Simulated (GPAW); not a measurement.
# TiC (P-6m2) in GPAW: band structure with BLYP

Aim: the band structure of TiC with BLYP.

Everything below comes from runs of GPAW 26.7.0. Logs are shortened: lines on timing, memory, paths and dates and some standing lists are left out, and cuts for length are marked. The log counts tension as positive stress, the text compression.

**1. Starting point**

The structure is hexagonal, space group P-6m2 (No. 187). The conventional cell has a = 3.042 Å, b = 3.042 Å, c = 2.698 Å, α = 90.00°, β = 90.00°, γ = 120.00°. Ti (site symmetry -6m2) is surrounded by 6 C at 2.21 Å. C (site symmetry -6m2) has 6 Ti at 2.21 Å as nearest neighbours.

The cell was built by a generator and needn't be a form met in nature.

**2. Band structure, BLYP**

File run.py:

```python
from ase.dft.bandgap import bandgap
from ase.io import read, write
from ase.units import GPa
from gpaw import GPAW, PW, setup_paths

setup_paths.insert(0, '.')

atoms = read('TiC.xyz')

calc = GPAW(mode=PW(800),
            xc='BLYP',
            kpts={'size': (10, 10, 10), 'gamma': True},
            occupations={'name': 'fermi-dirac', 'width': 0.05},
            nbands=18,
            convergence={'density': 1e-05, 'energy': 1e-05},
            eigensolver='davidson',
            maxiter=150,
            txt='gpaw.txt')
atoms.calc = calc
energy = atoms.get_potential_energy()
forces = atoms.get_forces()
stress = atoms.get_stress()
calc.write('gs.gpw')
write('result.traj', atoms)
print(f'Energy: {energy:.6f} eV')
print('Forces (eV/A):')
print(forces.round(4))
print('Stress (GPa):', (stress / GPa).round(3))
print('Fermi level:', round(calc.get_fermi_level(), 4), 'eV')
print(f'Gap: {bandgap(calc)[0]:.4f} eV, direct: {bandgap(calc, direct=True)[0]:.4f} eV')

path = atoms.cell.bandpath('GMKGALHA,LM,KH', npoints=80, eps=1e-4)
bs_calc = calc.fixed_density(kpts=path, symmetry='off', nbands=27,
                             convergence={'bands': 'CBM+6.0', 'eigenstates': 1e-6}, txt='bands.txt')
bs = bs_calc.band_structure()
bs.write('bs.json')
print(f'Gap on the path: {bandgap(bs_calc)[0]:.4f} eV')
```

File TiC.xyz:

```xyz
2
Lattice="3.0420856234 0.0000000000 0.0000000000 -1.5210428117 2.6345234303 0.0000000000 0.0000000000 0.0000000000 2.6979700000" Properties=species:S:1:pos:R:3 pbc="T T T"
Ti     0.0000000000      0.0000000000      1.3489850000
C     -0.0000000002      1.7563489536      0.0000000000
```

Potentials or basis: PAW data sets generated in the run's folder for this functional, pw.

Launch:

```
gpaw-setup -f BLYP C Ti
OMP_NUM_THREADS=1 python run.py
```

gpaw.txt:

```text
__  _  _
 | _ |_)|_||  |
 |__||  | ||/\| - 26.7.0

Input parameters:
  mode=PW(ecut=800.0),
  convergence={'density': 1e-05, 'energy': 1e-05},
  eigensolver=Davidson(niter=2),
  kpts=MonkhorstPack(size=(10, 10, 10), gamma=True),
  maxiter=150,
  nbands=18,
  occupations=Occupations(name='fermi-dirac', width=0.05),
  xc=XC(name='BLYP')

Diagonalizing LCAO Hamiltonian
Converting LCAO to pw mode

       Ti
         C

Atoms  # Å, Bohr magnetons
|   | symbol |         x |        y |        z |    initial magnetic moments |
|---|--------|-----------|----------|----------|-----------------------------|
| 0 |     Ti |  0.000000 | 0.000000 | 1.348985 | ( 0.0000,  0.0000,  0.0000) |
| 1 |      C | -0.000000 | 1.756349 | 0.000000 | ( 0.0000,  0.0000,  0.0000) |

Unit cell  # Å
| periodic |         x |        y |        z |  lengths |     angles |
|----------|-----------|----------|----------|----------|------------|
|      yes |  3.042086 | 0.000000 | 0.000000 | 3.042086 |  90.000000 |
|      yes | -1.521043 | 2.634523 | 0.000000 | 3.042086 |  90.000000 |
|      yes |  0.000000 | 0.000000 | 2.697970 | 2.697970 | 120.000000 |

Number of symmetries: 12
Symmetry operations  # r_c * U_cc + t_c -> r_c
|    | kind |            matrix            |
|----|------|------------------------------|
|  0 |  σ   |  1, 1, 0,  0,-1, 0,  0, 0, 1 |
|  1 |  C2  |  1, 1, 0,  0,-1, 0,  0, 0,-1 |
|  2 |  E   |  1, 0, 0,  0, 1, 0,  0, 0, 1 |
|  3 |  σ   |  1, 0, 0,  0, 1, 0,  0, 0,-1 |
|  4 |  C3  |  0, 1, 0, -1,-1, 0,  0, 0, 1 |
|  5 |  S3  |  0, 1, 0, -1,-1, 0,  0, 0,-1 |
|  6 |  σ   |  0,-1, 0, -1, 0, 0,  0, 0, 1 |
|  7 |  C2  |  0,-1, 0, -1, 0, 0,  0, 0,-1 |
|  8 |  σ   | -1, 0, 0,  1, 1, 0,  0, 0, 1 |
|  9 |  C2  | -1, 0, 0,  1, 1, 0,  0, 0,-1 |
| 10 |  C3  | -1,-1, 0,  1, 0, 0,  0, 0, 1 |
| 11 |  S3  | -1,-1, 0,  1, 0, 0,  0, 0,-1 |

BZ-sampling:
  Number of BZ points: 1000
  Number of IBZ points: 84

  Monkhorst-Pack size: [10, 10, 10]
  Monkhorst-Pack shift: [0.05, 0.05, 0.05]

K-points  # in reciprocal-cell coordinates
|     |                                coordinates |     weight |
|-----|--------------------------------------------|------------|
|   0 | (  0.00000000,   0.00000000,   0.00000000) | 0.00100000 |
|   1 | (  0.00000000,   0.00000000,   0.10000000) | 0.00200000 |
|   2 | (  0.00000000,   0.00000000,   0.20000000) | 0.00200000 |
|   3 | (  0.00000000,   0.00000000,   0.30000000) | 0.00200000 |
|   4 | (  0.00000000,   0.00000000,   0.40000000) | 0.00200000 |
|   5 | (  0.00000000,   0.00000000,   0.50000000) | 0.00100000 |
|   6 | (  0.10000000,   0.00000000,   0.00000000) | 0.00600000 |
|   7 | (  0.10000000,   0.00000000,   0.10000000) | 0.01200000 |
|   8 | (  0.10000000,   0.00000000,   0.20000000) | 0.01200000 |
|   9 | (  0.10000000,   0.00000000,   0.30000000) | 0.01200000 |
| ... |                                            |            |
|  83 | (  0.50000000,   0.50000000,   0.50000000) | 0.00300000 |

Plane wave coefficients: 1124
Cutoff: 800.0 eV

Spin-components: 1 (collinear spins)
Bands:           18
Projectors:      11
Spin-degeneracy: 2
Datatype:        complex128

Parallelization:
  kpt:    1
  domain: 1
  band:   1

Density:
  Valence electrons: 16.0
  Components: 1
  Grid points: [20 20 18]
  Charge: 0.0  # |e|

Potential:
  Grid points: [20 20 18]

species:
  Ti:
    name:    Titanium
    Z:       22.0
    valence: 12
    core:    10
    charge:  0.0  # [|e|]
    compensation charges:
      type: gauss
      rc: 0.38  # [Å]
      lmax: 2
    cutoffs:
      filter: 2.23  # [Å]
      core: 1.02  # [Å]
    projectors
    | kind |    occ | energy [eV] | rcut [Å] |
    |------|--------|-------------|----------|
    |   3s |  2.000 |     -62.322 |    1.270 |
    |   4s |  2.000 |      -4.336 |    1.270 |
    |   3p |  6.000 |     -38.633 |    1.058 |
    |   4p |  0.000 |      -1.339 |    1.058 |
    |   3d |  2.000 |      -4.136 |    1.058 |
    |    d |        |      23.076 |    1.058 |

    Using partial waves for Ti as LCAO basis

  C:
    name:    Carbon
    Z:       6.0
    valence: 4
    core:    2
    charge:  0.0  # [|e|]
    compensation charges:
      type: gauss
      rc: 0.20  # [Å]
      lmax: 2
    cutoffs:
      filter: 1.14  # [Å]
      core: 1.14  # [Å]
    projectors
    | kind |    occ | energy [eV] | rcut [Å] |
    |------|--------|-------------|----------|
    |   2s |  2.000 |     -13.611 |    0.635 |
    |   2p |  2.000 |      -5.237 |    0.635 |
    |    s |        |      13.600 |    0.635 |
    |    p |        |      21.974 |    0.635 |
    |    d |        |       0.000 |    0.635 |

    Using partial waves for C as LCAO basis

Reference energy: -24260.388726  # eV

eigensolver:
  Davidson
  Converge bands: occupied
  niter=2

density mixing:
  MSR1-Mixer
  Pratt-step length: 0.05
  Maximum mixing coefficient: 0.75
  Old densities: 10
  SVD Regularization: 0.005
  Good broyden scale: 1.0
  Trust region scale: 1.0
  Backstep threshold: 4.0
  History deletion threshold: 6.0
  Fourier metric: weight=20.0, sigma=0.015

occupation numbers:
  Fermi-Dirac:
    width: 0.0500  # eV

poisson solver:
  ecut: 6400.0  # eV

xc functional:
  name: BLYP with 2 nearest neighbor stencil

convergence criteria:
- Maximum integral of absolute [dens]ity change: 1e-05 electrons / valence electron
- Maximum [total energy] change in last 3 cyles: 1e-05 eV / valence electron
- Maximum integral of absolute [eigenst]ate change: 4e-08 eV^2 / valence electron
maximum number of iterations: 150

SCF iterations
|iter     | |      energy | eigst |  dens |
|---------|-|-------------|-------|-------|
|iter:   1| |  -17.259654 | -0.44 |       |
|iter:   2| |  -16.173654 | -2.09 | -0.73 |
|iter:   3| |  -14.649046 | -1.35 | -0.82 |
|iter:   4| |  -14.593416 | -2.67 | -1.42 |
|iter:   5| |  -14.590156 | -2.70 | -1.67 |
|iter:   6| |  -14.590840 | -3.74 | -2.26 |
|iter:   7| |  -14.591015 | -4.58 | -2.72 |
|iter:   8| |  -14.591022 | -5.95 | -3.57 |
|iter:   9| |  -14.591025c| -6.65 | -3.94 |
|iter:  10| |  -14.591025c| -8.01c| -4.85 |
|iter:  11| |  -14.591025c| -8.80c| -5.29c|

Converged in 11 steps
Energy contributions relative to reference atoms: (reference = -24260.388726)

Energy contributions:
  Kinetic:          19.006220
  Coulomb:         -18.655357
  Zero:              0.007585
  External:          0.000000
  Xc:              -14.947795
  Entropy:          -0.003358
  Spinorbit:         0.000000
  ----------------------------
  Free energy:     -14.592704
  Extrapolated:    -14.591025

dipole moment: (-5.286803, -8.132132, -5.361980)  # |e|*Ang

Fermi level: 9.771
Eigenvalues  # (at kpt = [0.000, 0.000, 0.000])
| band index |      eig [eV] | occ [0-2] |
|------------|---------------|-----------|
|          0 |       -46.698 |     2.000 |
|          1 |       -22.950 |     2.000 |
|          2 |       -22.950 |     2.000 |
|          3 |       -22.495 |     2.000 |
|          4 |        -2.063 |     2.000 |
|          5 |         8.183 |     2.000 |
[... 8 lines left out ...]
|         14 |        25.767 |     0.000 |
|         15 |        25.767 |     0.000 |
|        ... |               |           |
|         17 |        32.705 |     0.000 |

No gap
No difference between direct/indirect transitions

Forces  # eV/Ang
|        x |       y |       z |
|----------|---------|---------|
| -0.00000 | 0.00000 | 0.00000 |  # Ti   0
| -0.00000 | 0.00000 | 0.00000 |  # C    1

Stress tensor  # eV/Ang^3
|         x |         y |         z |
|-----------|-----------|-----------|
| -0.043946 | -0.000000 |  0.000000 |
|  0.000000 | -0.043946 |  0.000000 |
|  0.000000 |  0.000000 | -0.044585 |

# Writing to gs.gpw (mode='')
```

Run time: 36 s. Hardware: 1 thread of Arm Neoverse V2, shared host; peak memory 0.25 GiB.

What came out:

* Free energy: -14.5927 eV
* Pressure: 7.1 GPa
* Band gap along the path: none (metal or under the smearing width)

Levels at the corners of the path, in eV from the Fermi level:
```tsv
point	band 6	band 7	band 8	band 9	band 10	band 11
Γ	-1.59	-1.59	-0.86	2.28	3.26	3.26
M	-4.67	-0.65	-0.33	0.23	2.96	3.41
K	-3.44	-3.05	-0.28	1.82	2.20	2.39
Γ	-1.59	-1.59	-0.86	2.28	3.26	3.26
A	-5.40	-0.53	-0.53	1.12	1.12	4.63
L	-3.88	-2.46	-2.21	1.64	3.20	4.27
H	-4.36	-3.61	-0.36	1.17	4.02	4.70
A	-5.40	-0.53	-0.53	1.12	1.12	4.63
L	-3.88	-2.46	-2.21	1.64	3.20	4.27
M	-4.67	-0.65	-0.33	0.23	2.96	3.41
K	-3.44	-3.05	-0.28	1.82	2.20	2.39
H	-4.36	-3.61	-0.36	1.17	4.02	4.70
```
